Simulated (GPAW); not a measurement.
# Si (I4/mmm) in GPAW: single point with RPBE

Aim: the single point of Si with RPBE.

Everything below comes from runs of GPAW 26.7.0. Logs are shortened: lines on timing, memory, paths and dates and some standing lists are left out, and cuts for length are marked. The log counts tension as positive stress, the text compression.

### 1 The cell of the first run

Symmetry: I4/mmm, No. 139, tetragonal system. Conventional cell: a = 3.254 Å, b = 3.254 Å, c = 2.641 Å, α = 90.00°, β = 90.00°, γ = 90.00°. Si (site symmetry 4/mmm) is surrounded by 10 Si at 2.64 to 2.65 Å.

This isn't the form of Si at room conditions, which is diamond.

### 2 Single point, RPBE (the cell as VASP's run set it)

Contents of run.py:

```python
from ase import Atoms
from ase.dft.bandgap import bandgap
from ase.io import write
from ase.units import GPa
from gpaw import GPAW, PW

atoms = Atoms(['Si'],
              cell=[[2.65272978, 0.0, 0.0],
                    [-1.3384075113, 2.2903363551, 0.0],
                    [-0.6571611342, -1.1451681774, 2.300805158]],
              scaled_positions=[[0.0, 0.0, 0.0]],
              pbc=True)

calc = GPAW(mode=PW(600),
            xc='RPBE',
            kpts={'size': (13, 13, 13), 'gamma': True},
            occupations={'name': 'methfessel-paxton', 'order': 0, 'width': 0.1},
            nbands=8,
            convergence={'density': 1e-05, 'energy': 1e-05},
            maxiter=150,
            txt='gpaw.txt')
atoms.calc = calc
energy = atoms.get_potential_energy()
forces = atoms.get_forces()
stress = atoms.get_stress()
calc.write('gs.gpw')
write('result.traj', atoms)
print(f'Energy: {energy:.6f} eV')
print('Forces (eV/A):')
print(forces.round(4))
print('Stress (GPa):', (stress / GPa).round(3))
print('Fermi level:', round(calc.get_fermi_level(), 4), 'eV')
print(f'Gap: {bandgap(calc)[0]:.4f} eV, direct: {bandgap(calc, direct=True)[0]:.4f} eV')
```

Potentials or basis: the program's PAW data sets (release 1.2.1) made for this functional, pw.

Started as:

```console
> OMP_NUM_THREADS=1 python run.py
```

gpaw.txt:

```text
__  _  _
 | _ |_)|_||  |
 |__||  | ||/\| - 26.7.0

Input parameters:
  mode=PW(ecut=600.0),
  convergence={'density': 1e-05, 'energy': 1e-05},
  kpts=MonkhorstPack(size=(13, 13, 13), gamma=True),
  maxiter=150,
  nbands=8,
  occupations=Occupations(name='methfessel-paxton', order=0, width=0.1),
  xc=XC(name='RPBE')

Diagonalizing LCAO Hamiltonian
Converting LCAO to pw mode

       Si

Atoms  # Å, Bohr magnetons
|   | symbol |        x |        y |        z |    initial magnetic moments |
|---|--------|----------|----------|----------|-----------------------------|
| 0 |     Si | 0.000000 | 0.000000 | 0.000000 | ( 0.0000,  0.0000,  0.0000) |

Unit cell  # Å
| periodic |         x |         y |        z |  lengths |     angles |
|----------|-----------|-----------|----------|----------|------------|
|      yes |  2.652730 |  0.000000 | 0.000000 | 2.652730 | 104.343234 |
|      yes | -1.338408 |  2.290336 | 0.000000 | 2.652730 | 104.343234 |
|      yes | -0.657161 | -1.145168 | 2.300805 | 2.652730 | 120.300802 |

Number of symmetries: 16
Symmetry operations  # r_c * U_cc + t_c -> r_c
|    | kind |            matrix            |
|----|------|------------------------------|
|  0 |  σ   |  1, 1, 1,  0, 0,-1,  0,-1, 0 |
|  1 |  C4  |  1, 1, 1,  0, 0,-1, -1, 0, 0 |
|  2 |  E   |  1, 0, 0,  0, 1, 0,  0, 0, 1 |
|  3 |  σ   |  1, 0, 0,  0, 1, 0, -1,-1,-1 |
|  4 |  σ   |  0, 1, 0,  1, 0, 0,  0, 0, 1 |
|  5 |  C2  |  0, 1, 0,  1, 0, 0, -1,-1,-1 |
|  6 |  C2  |  0, 0, 1, -1,-1,-1,  1, 0, 0 |
|  7 |  S4  |  0, 0, 1, -1,-1,-1,  0, 1, 0 |
|  8 |  C4  |  0, 0,-1,  1, 1, 1,  0,-1, 0 |
|  9 |  σ   |  0, 0,-1,  1, 1, 1, -1, 0, 0 |
| 10 |  σ   |  0,-1, 0, -1, 0, 0,  1, 1, 1 |
| 11 |  C2  |  0,-1, 0, -1, 0, 0,  0, 0,-1 |
| 12 |  C2  | -1, 0, 0,  0,-1, 0,  1, 1, 1 |
| 13 |  i   | -1, 0, 0,  0,-1, 0,  0, 0,-1 |
| 14 |  S4  | -1,-1,-1,  0, 0, 1,  1, 0, 0 |
| 15 |  C2  | -1,-1,-1,  0, 0, 1,  0, 1, 0 |

BZ-sampling:
  Number of BZ points: 2197
  Number of IBZ points: 196

  Monkhorst-Pack size: [13, 13, 13]
  Monkhorst-Pack shift: [0, 0, 0]

K-points  # in reciprocal-cell coordinates
|     |                                coordinates |     weight |
|-----|--------------------------------------------|------------|
|   0 | (  0.00000000,   0.00000000,   0.00000000) | 0.00045517 |
|   1 | (  0.07692308,  -0.07692308,   0.00000000) | 0.00182066 |
|   2 | (  0.07692308,  -0.07692308,   0.07692308) | 0.00182066 |
|   3 | (  0.07692308,   0.00000000,   0.00000000) | 0.00364133 |
|   4 | (  0.07692308,   0.07692308,  -0.07692308) | 0.00091033 |
|   5 | (  0.15384615,  -0.15384615,   0.00000000) | 0.00182066 |
|   6 | (  0.15384615,  -0.15384615,   0.07692308) | 0.00364133 |
|   7 | (  0.15384615,  -0.15384615,   0.15384615) | 0.00182066 |
|   8 | (  0.15384615,  -0.07692308,   0.00000000) | 0.00728266 |
|   9 | (  0.15384615,  -0.07692308,   0.07692308) | 0.00364133 |
| ... |                                            |            |
| 195 | (  0.46153846,   0.46153846,   0.46153846) | 0.00364133 |

Plane wave coefficients: 481
Cutoff: 600.0 eV

Spin-components: 1 (collinear spins)
Bands:           8
Projectors:      5
Spin-degeneracy: 2
Datatype:        complex128

Parallelization:
  kpt:    1
  domain: 1
  band:   1

Density:
  Valence electrons: 4.0
  Components: 1
  Grid points: [15 15 15]
  Charge: 0.0  # |e|

Potential:
  Grid points: [15 15 15]

species:
  Si:
    name:    Silicon
    Z:       14.0
    valence: 4
    core:    10
    charge:  0.0  # [|e|]
    compensation charges:
      type: gauss
      rc: 0.33  # [Å]
      lmax: 2
    cutoffs:
      filter: 1.86  # [Å]
      core: 2.06  # [Å]
    projectors
    | kind |    occ | energy [eV] | rcut [Å] |
    |------|--------|-------------|----------|
    |   3s |  2.000 |     -10.793 |    1.058 |
    |   3p |  2.000 |      -4.075 |    1.058 |
    |    s |        |      16.418 |    1.058 |
    |    p |        |      23.136 |    1.058 |
    |    d |        |       0.000 |    1.058 |

    Using partial waves for Si as LCAO basis

Reference energy: -7889.739388  # eV

eigensolver:
  PPCG
  Converge bands: occupied
  niter=2

density mixing:
  MSR1-Mixer
  Pratt-step length: 0.05
  Maximum mixing coefficient: 0.75
  Old densities: 10
  SVD Regularization: 0.005
  Good broyden scale: 1.0
  Trust region scale: 1.0
  Backstep threshold: 4.0
  History deletion threshold: 6.0
  Fourier metric: weight=20.0, sigma=0.015

occupation numbers:
  Methfessel-Paxton:
    width: 0.1000  # eV
    order: 0

poisson solver:
  ecut: 4800.0  # eV

xc functional:
  name: RPBE with 2 nearest neighbor stencil

convergence criteria:
- Maximum integral of absolute [dens]ity change: 1e-05 electrons / valence electron
- Maximum [total energy] change in last 3 cyles: 1e-05 eV / valence electron
- Maximum integral of absolute [eigenst]ate change: 4e-08 eV^2 / valence electron
maximum number of iterations: 150

SCF iterations
|iter     | |      energy | eigst |  dens |
|---------|-|-------------|-------|-------|
|iter:   1| |   -4.553663 | +0.06 |       |
|iter:   2| |   -4.555354 | -3.11 | -1.18 |
|iter:   3| |   -4.560804 | -3.43 | -1.20 |
|iter:   4| |   -4.561606 | -4.12 | -1.72 |
|iter:   5| |   -4.561618 | -6.01 | -2.73 |
|iter:   6| |   -4.561620c| -7.06 | -3.28 |
|iter:   7| |   -4.561620c| -8.31c| -4.56 |
|iter:   8| |   -4.561620c| -8.87c| -5.08c|

Converged in 8 steps
Energy contributions relative to reference atoms: (reference = -7889.739388)

Energy contributions:
  Kinetic:           4.878751
  Coulomb:          -2.911597
  Zero:             -0.023451
  External:          0.000000
  Xc:               -6.503722
  Entropy:          -0.003202
  Spinorbit:         0.000000
  ----------------------------
  Free energy:      -4.563221
  Extrapolated:     -4.561620

dipole moment: (-1.432422, -2.496136, -5.015092)  # |e|*Ang

Fermi level: 9.925
Eigenvalues  # (at kpt = [0.000, 0.000, 0.000])
| band index |      eig [eV] | occ [0-2] |
|------------|---------------|-----------|
|          0 |        -4.824 |     2.000 |
|          1 |        19.513 |     0.000 |
|          2 |        20.198 |     0.000 |
|          3 |        20.198 |     0.000 |
|          4 |        22.970 |     0.000 |
|          5 |        24.019 |     0.000 |
|          6 |        25.254 |     0.000 |
|          7 |        25.254 |     0.000 |

No gap
No difference between direct/indirect transitions

Forces  # eV/Ang
|        x |       y |       z |
|----------|---------|---------|
| -0.00000 | 0.00000 | 0.00000 |  # Si   0

Stress tensor  # eV/Ang^3
|         x |         y |         z |
|-----------|-----------|-----------|
| -0.035163 |  0.007933 |  0.000000 |
|  0.007933 | -0.025891 |  0.000000 |
|  0.000000 |  0.000000 | -0.039716 |

# Writing to gs.gpw (mode='')
```

Run time: 8.7 s. Hardware: 1 thread of Arm Neoverse V2, shared host; peak memory 0.14 GiB.

What came out:

```yaml
Free_energy: -4.5632 eV
Pressure: 5.4 GPa
Band_gap_on_the_k_mesh: none (metal or under the smearing width)
```

Stress tensor (GPa, compression positive):
```
 5.63 -1.27  0.00
-1.27  4.15  0.00
 0.00  0.00  6.36
```

Levels at points of the mesh, in eV from the Fermi level:
```tsv
k point	band 1	band 2	band 3	band 4	band 5
(0.00, 0.00, 0.00)	-14.75	9.59	10.27	10.27	13.04
```
